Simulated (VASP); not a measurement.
# KI in VASP: further runs

The runs below take KI through electric field gradients, with PBEsol.

Program: VASP 6.6.1. These are calculated values, not measurements. Logs are shortened: lines on timing, memory, paths and dates and some standing lists are left out, and cuts for length are marked.

**The experiment to reproduce.**

From a printed reference work, monograph, for a bulk crystal of KI: band gap 6.32 eV.

How close the calculation comes is told below.

## Step 1: The cell of the first run

Symmetry: Fm-3m, No. 225, cubic system. Conventional cell: a = 7.049 Å, b = 7.049 Å, c = 7.049 Å, α = 90.00°, β = 90.00°, γ = 90.00°. K (site symmetry m-3m) has 6 I at 3.52 Å within 4.6 Å. Within 4.6 Å of I (site symmetry m-3m) lie 6 K at 3.52 Å.

## Step 2: Electric field gradients, PBEsol

File INCAR:

```
SYSTEM = KI
ALGO = Normal ; EDIFF = 1E-8
ENCUT = 520 ; GGA = PS
ISIF = 2 ; ISMEAR = -1
LASPH = .True. ; LCHARG = .False.
LEFG = .True. ; LREAL = .False.
LWAVE = .False. ; NBANDS = 15
NELM = 60 ; PREC = Accurate
SIGMA = 0.01
```

File KPOINTS:

```
k-points
0
Gamma
  8 8 8
  0 0 0
```

File POSCAR:

```
KI
1.0
    0.0000000000      3.5245500000      3.5245500000
    3.5245500000      0.0000000000      3.5245500000
    3.5245500000      3.5245500000      0.0000000000
K I
1 1
Direct
    0.0000000000      0.0000000000      0.0000000000
    0.5000000000      0.5000000000      0.5000000000
```

Potentials or basis: VASP PAW PBE potentials, release 64 (K_sv, I).

The run is started by

```bash
cat potpaw_PBE.64/K_sv/POTCAR potpaw_PBE.64/I/POTCAR > POTCAR
mpirun -np 1 vasp_std > vasp.out
```

OUTCAR:

```text
SYSTEM = KI
   EDIFF = 1E-8
   ENCUT = 520
   GGA = PS
   ISIF = 2
   ISMEAR = -1
   LASPH = .True.
   LREAL = .False.
   NELM = 60
   PREC = Accurate

 ion  position               nearest neighbor table
   1  0.000  0.000  0.000-   2 3.52   2 3.52   2 3.52   2 3.52   2 3.52   2 3.52
   2  0.500  0.500  0.500-   1 3.52   1 3.52   1 3.52   1 3.52   1 3.52   1 3.52

  LATTYP: Found a face centered cubic cell.
 ALAT       =     7.0491000000

  Lattice vectors:

 A1 = (   0.0000000000,   3.5245500000,   3.5245500000)
 A2 = (   3.5245500000,   0.0000000000,   3.5245500000)
 A3 = (   3.5245500000,   3.5245500000,   0.0000000000)

Analysis of symmetry for initial positions (statically):
=====================================================================
 Subroutine PRICEL returns:
 Original cell was already a primitive cell.

 Routine SETGRP: Setting up the symmetry group for a
 face centered cubic supercell.

 Subroutine GETGRP returns: Found 48 space group operations
 (whereof 48 operations were pure point group operations)
 out of a pool of 48 trial point group operations.

The static configuration has the point symmetry O_h .

Analysis of symmetry for dynamics (positions and initial velocities):
=====================================================================
 Subroutine PRICEL returns:
 Original cell was already a primitive cell.

 Routine SETGRP: Setting up the symmetry group for a
 face centered cubic supercell.

 Subroutine GETGRP returns: Found 48 space group operations
 (whereof 48 operations were pure point group operations)
 out of a pool of 48 trial point group operations.

The dynamic configuration has the point symmetry O_h .

 Subroutine INISYM returns: Found 48 space group operations
 (whereof 48 operations are pure point group operations),
 and found     1 'primitive' translations

----------------------------------------------------------------------------------------

                                     Primitive cell

  volume of cell :      87.5671

  direct lattice vectors                    reciprocal lattice vectors
     0.000000000  3.524550000  3.524550000    -0.141862082  0.141862082  0.141862082
     3.524550000  0.000000000  3.524550000     0.141862082 -0.141862082  0.141862082
     3.524550000  3.524550000  0.000000000     0.141862082  0.141862082 -0.141862082

  length of vectors
[... 128 lines left out ...]
  energy without entropy =       -5.81540152  energy(sigma->0) =       -5.81540152

 E-fermi :  -0.1671     XC(G=0):  -7.3702

 val. band max:       -0.4725612371   @ k =   0.0000   0.0000   0.0000
 cond. band min:       3.3563670234   @ k =   0.0000   0.0000   0.0000
 fundamental gap:      3.8289282605
 Fermi energy:        -0.1671364943

 k-point     1 :       0.0000    0.0000    0.0000
  band No.  band energies     occupation
      1     -28.7862      2.00000
      2     -12.3396      2.00000
      3     -12.3396      2.00000
      4     -12.3396      2.00000
      5     -11.0204      2.00000
      6      -0.4726      2.00000
      7      -0.4726      2.00000
      8      -0.4726      2.00000
      9       3.3564      0.00000
     10       5.9522      0.00000
     11       5.9522      0.00000
     12       5.9522      0.00000
     13       6.6973      0.00000
     14       6.6973      0.00000
[... 401 lines left out ...]
      2     -12.4630      2.00000
      3     -12.3581      2.00000
      4     -12.3489      2.00000
      5     -10.7607      2.00000
      6      -1.6177      2.00000
      7      -1.0367      2.00000
      8      -0.8734      2.00000
      9       5.4492      0.00000
     10       6.2837      0.00000
     11       6.8578      0.00000
     12       7.7492      0.00000
     13       8.1731      0.00000
     14       8.4561      0.00000
     15       9.3134      0.00000

 [... further k-points ...]
[... 5 lines left out ...]
  --------------------------------------------------------------------------------------
  -------------------------------------------------------------------------------------
  Total       -0.0959594     -0.0959594     -0.0959594      0.0000000      0.0000000     -0.0000000
  in kB       -1.7557273     -1.7557273     -1.7557273      0.0000000      0.0000000     -0.0000000
  external PRESSURE =      -1.7557273 kB  Pullay stress =       0.0000000 kB

 VOLUME and BASIS-vectors are now :
 -----------------------------------------------------------------------------
  energy-cutoff  :      520.00
  volume of cell :       87.57
      direct lattice vectors                 reciprocal lattice vectors
     0.000000000  3.524550000  3.524550000    -0.141862082  0.141862082  0.141862082
     3.524550000  0.000000000  3.524550000     0.141862082 -0.141862082  0.141862082
     3.524550000  3.524550000  0.000000000     0.141862082  0.141862082 -0.141862082

 POSITION                                       TOTAL-FORCE (eV/Angst)
 -----------------------------------------------------------------------------------
      0.00000      0.00000      0.00000         0.000000      0.000000     -0.000000
      3.52455      3.52455      3.52455        -0.000000      0.000000      0.000000
 -----------------------------------------------------------------------------------
    total drift:                                0.000000     -0.000000     -0.000000

  FREE ENERGIE OF THE ION-ELECTRON SYSTEM (eV)
  ---------------------------------------------------
  free  energy   TOTEN  =        -5.8154015199 eV

  energy  without entropy=       -5.8154015199  energy(sigma->0) =       -5.81540152

 Electric field gradients (V/A^2)
---------------------------------------------------------------------
 ion       V_xx      V_yy      V_zz      V_xy      V_xz      V_yz
---------------------------------------------------------------------
   1       0.000     0.000     0.000    -0.000    -0.000    -0.000
   2      -0.000    -0.000    -0.000    -0.000    -0.000    -0.000
---------------------------------------------------------------------

 Electric field gradients after diagonalization (V/A^2)
 (convention: |V_zz| > |V_xx| > |V_yy|)
----------------------------------------------------------------------
 ion       V_xx      V_yy      V_zz     asymmetry (V_yy - V_xx)/ V_zz
----------------------------------------------------------------------
   1       0.000     0.000    -0.001       0.000
   2       0.000     0.000    -0.000       0.000
----------------------------------------------------------------------

           NMR quadrupolar parameters

 Cq : quadrupolar parameter    Cq=e*Q*V_zz/h
 eta: asymmetry parameters     (V_yy - V_xx)/ V_zz
 Q  : nuclear electric quadrupole moment in mb (millibarn)
----------------------------------------------------------------------
 ion       Cq(MHz)       eta       Q (mb)
----------------------------------------------------------------------
   1      -0.000       0.000       1.000
   2      -0.000       0.000       1.000
----------------------------------------------------------------------
```

stdout:

```text
POSCAR found type information on POSCAR K I
 POSCAR found :  2 types and       2 ions
 scaLAPACK will be used
 -----------------------------------------------------------------------------
|                                                                             |
|                                                                             |
|     You enforced a specific xc type in the INCAR file but a different       |
|     I HOPE YOU KNOW WHAT YOU ARE DOING!                                     |
|                                                                             |
 -----------------------------------------------------------------------------

 LDA part: xc-table for (Slater+PW92), standard interpolation
 POSCAR, INCAR and KPOINTS ok, starting setup
 FFT: planning ... GRIDC
 FFT: planning ... GRID_SOFT
 FFT: planning ... GRID
 WAVECAR not read
 entering main loop
ion   1

ion   2
```

Wall time 55 s (1 thread of Intel Xeon Platinum 8559C (Emerald Rapids), shared host); peak memory 0.25 GiB.

Results:

```yaml
Free_energy: -5.8154 eV
Pressure: -0.2 GPa
Band_gap_on_the_k_mesh: 3.83 eV, direct
```

Caveat: without QUAD_EFG the Cq values of the log hold for a quadrupole moment of 1 mb, not for the nuclei; the PAW data sets were made with another functional, which shifts forces and pressure a little; spin-orbit coupling is left out, which moves the levels of the heavy elements.

## Step 3: Electric field gradients, PBEsol (zz strain of +2 %)

File INCAR:

```
  ALGO = Normal
  EDIFF = 1E-8
  ENCUT = 520
  GGA = PS
  ISIF = 2
  ISMEAR = -1
  LASPH = T
  LCHARG = F
  LEFG = T
  LREAL = F
  LWAVE = F
  NBANDS = 15
  NELM = 80
  PREC = Accurate
  SIGMA = 0.01
```

File KPOINTS:

```
k-points
0
Gamma
  8 8 8
```

File POSCAR:

```
KI
1.0
    0.0000000000      3.5245500000      3.5950410000
    3.5245500000      0.0000000000      3.5950410000
    3.5245500000      3.5245500000      0.0000000000
K I
1 1
Direct
    0.0000000000      0.0000000000      0.0000000000
    0.5000000000      0.5000000000      0.5000000000
```

Potentials or basis: VASP PAW PBE potentials, release 64 (K_sv, I).

The run is started by

```bash
cat potpaw_PBE.64/K_sv/POTCAR potpaw_PBE.64/I/POTCAR > POTCAR
mpirun -np 1 vasp_std > vasp.out
```

OUTCAR:

```text
EDIFF = 1E-8
   ENCUT = 520
   GGA = PS
   ISIF = 2
   ISMEAR = -1
   LASPH = T
   LREAL = F
   NELM = 80
   PREC = Accurate

 ion  position               nearest neighbor table
   1  0.000  0.000  0.000-   2 3.52   2 3.52   2 3.52   2 3.52   2 3.60   2 3.60
   2  0.500  0.500  0.500-   1 3.52   1 3.52   1 3.52   1 3.52   1 3.60   1 3.60

  LATTYP: Found a body centered tetragonal cell.
 ALAT       =     4.9844664113
 C/A-ratio  =     1.4424978336

  Lattice vectors:

 A1 = (  -3.5245500000,   0.0000000000,   3.5950410000)
 A2 = (   3.5245500000,   0.0000000000,   3.5950410000)
 A3 = (   0.0000000000,   3.5245500000,  -3.5950410000)

Analysis of symmetry for initial positions (statically):
=====================================================================
 Subroutine PRICEL returns:
 Original cell was already a primitive cell.

 Routine SETGRP: Setting up the symmetry group for a
 body centered tetragonal supercell.

 Subroutine GETGRP returns: Found 16 space group operations
 (whereof 16 operations were pure point group operations)
 out of a pool of 16 trial point group operations.

The static configuration has the point symmetry D_4h.

Analysis of symmetry for dynamics (positions and initial velocities):
=====================================================================
 Subroutine PRICEL returns:
 Original cell was already a primitive cell.

 Routine SETGRP: Setting up the symmetry group for a
 body centered tetragonal supercell.

 Subroutine GETGRP returns: Found 16 space group operations
 (whereof 16 operations were pure point group operations)
 out of a pool of 16 trial point group operations.

The dynamic configuration has the point symmetry D_4h.

 Subroutine INISYM returns: Found 16 space group operations
 (whereof 16 operations are pure point group operations),
 and found     1 'primitive' translations

----------------------------------------------------------------------------------------

                                     Primitive cell

  volume of cell :      89.3185

  direct lattice vectors                    reciprocal lattice vectors
     0.000000000  3.524550000  3.595041000    -0.141862082  0.141862082  0.139080472
     3.524550000  0.000000000  3.595041000     0.141862082 -0.141862082  0.139080472
     3.524550000  3.524550000  0.000000000     0.141862082  0.141862082 -0.139080472

  length of vectors
     5.034557825  5.034557825  4.984466411     0.244116935  0.244116935  0.244116935

  position of ions in fractional coordinates (direct lattice)
     0.000000000  0.000000000  0.000000000
     0.500000000  0.500000000  0.500000000

  ion indices of the primitive-cell ions
   primitive index   ion index
                 1           1
                 2           2

----------------------------------------------------------------------------------------

 KPOINTS: k-points

[... 73 lines left out ...]
   ISIF   =      2    stress and relaxation
   ISYM   =      2    0-nonsym 1-usesym 2-fastsym
   POTIM  = 0.5000    time-step for ionic-motion
   TEBEG  =    0.0;   TEEND  =   0.0 temperature during run
   PSTRESS=    0.0 pullay stress
   NELECT =      16.0000    total number of electrons
   NUPDOWN=      -1.0000    fix difference up-down
   EMIN   =  10.00;   EMAX   =-10.00  energy-range for DOS
   EFERMI =   0.00;   METHOD = LEGACY
   ISMEAR =    -1;   SIGMA  =   0.01  broadening in eV -4-tet -1-fermi 0-gaus
   EFERMI_NEDOS =   21; number of points for ismear=-14 and -15
   IALGO  =     38    algorithm
   IMIX   =      4    mixing-type and parameters
     AMIX     =   0.40;   BMIX     =  1.00
     AMIX_MAG =   1.60;   BMIX_MAG =  1.00
  volume/ion in A,a.u.               =      44.66       301.38
  Fermi-wavevector in a.u.,A,eV,Ry     =   0.922857  1.743947 11.587607  0.851665
  Thomas-Fermi vector in A             =   2.048430
   LORBIT       =      0    0 simple, 1 ext, 2 COOP (PROOUT), +10 PAW based schemes
   GGA     = PS    functional components
[... 5 lines left out ...]
 non-spin polarized calculation
  energy-cutoff  :      520.00
  volume of cell :       89.32
 maximum number of plane-waves:      2429
 NGX is ok and might be reduce to    40
   NGX = 19   NGY = 19   NGZ = 19

 number of electron      15.9999999 magnetization

 Free energy of the ion-electron system (eV)
  ---------------------------------------------------
  ext. energy  EPLUGINS =         0.00000000
  ---------------------------------------------------
  free energy    TOTEN  =        -5.81091240 eV

  energy without entropy =       -5.81091240  energy(sigma->0) =       -5.81091240

 E-fermi :  -0.2802     XC(G=0):  -7.2891

 val. band max:       -0.5723901453   @ k =   0.0000   0.0000   0.0000
 cond. band min:       3.2136702591   @ k =   0.0000   0.0000   0.0000
 fundamental gap:      3.7860604044
 Fermi energy:        -0.2802057166

 k-point     1 :       0.0000    0.0000    0.0000
  band No.  band energies     occupation
      1     -28.9214      2.00000
      2     -12.4725      2.00000
      3     -12.4725      2.00000
      4     -12.4718      2.00000
      5     -11.0920      2.00000
      6      -0.5758      2.00000
      7      -0.5724      2.00000
      8      -0.5724      2.00000
      9       3.2137      0.00000
     10       5.7817      0.00000
     11       5.9026      0.00000
     12       5.9026      0.00000
     13       6.5556      0.00000
     14       6.6311      0.00000
[... 401 lines left out ...]
      2     -12.5814      2.00000
      3     -12.4782      2.00000
      4     -12.4766      2.00000
      5     -10.8835      2.00000
      6      -1.6122      2.00000
      7      -0.8956      2.00000
      8      -0.8473      2.00000
      9       4.7862      0.00000
     10       5.8229      0.00000
     11       7.0129      0.00000
     12       7.1090      0.00000
     13       7.7074      0.00000
     14       7.7741      0.00000
     15       9.3055      0.00000

 [... further k-points ...]
[... 5 lines left out ...]
  --------------------------------------------------------------------------------------
  -------------------------------------------------------------------------------------
  Total       -0.1334851     -0.1334851     -0.3600551      0.0000000     -0.0000000      0.0000000
  in kB       -2.3944303     -2.3944303     -6.4585992      0.0000000     -0.0000000      0.0000000
  external PRESSURE =      -3.7491533 kB  Pullay stress =       0.0000000 kB

 VOLUME and BASIS-vectors are now :
 -----------------------------------------------------------------------------
  energy-cutoff  :      520.00
  volume of cell :       89.32
      direct lattice vectors                 reciprocal lattice vectors
     0.000000000  3.524550000  3.595041000    -0.141862082  0.141862082  0.139080472
     3.524550000  0.000000000  3.595041000     0.141862082 -0.141862082  0.139080472
     3.524550000  3.524550000  0.000000000     0.141862082  0.141862082 -0.139080472

 POSITION                                       TOTAL-FORCE (eV/Angst)
 -----------------------------------------------------------------------------------
      0.00000      0.00000      0.00000         0.000000      0.000000      0.000000
      3.52455      3.52455      3.59504         0.000000      0.000000      0.000000
 -----------------------------------------------------------------------------------
    total drift:                                0.000000     -0.000000     -0.000000

  FREE ENERGIE OF THE ION-ELECTRON SYSTEM (eV)
  ---------------------------------------------------
  free  energy   TOTEN  =        -5.8109124008 eV

  energy  without entropy=       -5.8109124008  energy(sigma->0) =       -5.81091240

 Electric field gradients (V/A^2)
---------------------------------------------------------------------
 ion       V_xx      V_yy      V_zz      V_xy      V_xz      V_yz
---------------------------------------------------------------------
   1      -1.278    -1.278     2.557    -0.001    -0.000    -0.000
   2      -1.780    -1.780     3.561    -0.000    -0.000    -0.000
---------------------------------------------------------------------

 Electric field gradients after diagonalization (V/A^2)
 (convention: |V_zz| > |V_xx| > |V_yy|)
----------------------------------------------------------------------
 ion       V_xx      V_yy      V_zz     asymmetry (V_yy - V_xx)/ V_zz
----------------------------------------------------------------------
   1      -1.279    -1.278     2.557       0.000
   2      -1.781    -1.780     3.561       0.000
----------------------------------------------------------------------

           NMR quadrupolar parameters

 Cq : quadrupolar parameter    Cq=e*Q*V_zz/h
 eta: asymmetry parameters     (V_yy - V_xx)/ V_zz
 Q  : nuclear electric quadrupole moment in mb (millibarn)
----------------------------------------------------------------------
 ion       Cq(MHz)       eta       Q (mb)
----------------------------------------------------------------------
   1       0.006       0.000       1.000
   2       0.009       0.000       1.000
----------------------------------------------------------------------
```

Run time: 99 s. Hardware: 1 thread of Intel Xeon Platinum 8259CL at 2.50GHz (Skylake/Cascade Lake), shared host; peak memory 0.28 GiB.

What came out:

```yaml
Free_energy: -5.8109 eV
Pressure: -0.4 GPa
Band_gap_on_the_k_mesh: 3.79 eV, direct
```

Electric field gradients, principal values (V/Å²):
```csv
atom,least,middle,greatest (by size)
1 K,-1.278,-1.279,2.557
2 I,-1.780,-1.781,3.561
```

Caveat: the cell differs from its parent crystal (zz strain of +2 %); without QUAD_EFG the Cq values of the log hold for a quadrupole moment of 1 mb, not for the nuclei; the PAW data sets were made with another functional, which shifts forces and pressure a little; spin-orbit coupling is left out, which moves the levels of the heavy elements. A k mesh can miss the band edges.

(Part 1 of 2 ends here.)
